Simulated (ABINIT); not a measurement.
AlN:

```
CELL_PARAMETERS angstrom
3.11300 0.00000 0.00000
-1.55650 2.69594 0.00000
0.00000 0.00000 4.98100
ATOMIC_POSITIONS crystal
Al 0.66667 0.33333 0.50000
Al 0.33333 0.66667 0.00000
N 0.66667 0.33333 0.88000
N 0.33333 0.66667 0.38000
```

Base run:

```yaml
Program: ABINIT 10.8.3 (patched build)
Functional: PW91
Potentials_or_basis: JTH PAW PBE v2.0
Cutoff: 680 eV
k_mesh: 10 × 10 × 6
Occupations: fermi-dirac, width 0.05 eV
Spin: no spin polarisation
```

Its results: band gap on the k mesh 4.23 eV, direct; largest force 0.126 eV/Å.

Question: After a change of settings the same cell gave: band gap on the k mesh 4.12 eV, direct; largest force 0.133 eV/Å. Which change was it?
A. functional from PW91 to BP86
B. functional from PW91 to BLYP
C. functional from PW91 to PBEsol

Answer: C.

Caveats: the PAW data sets were made with another functional, which shifts forces and pressure a little.
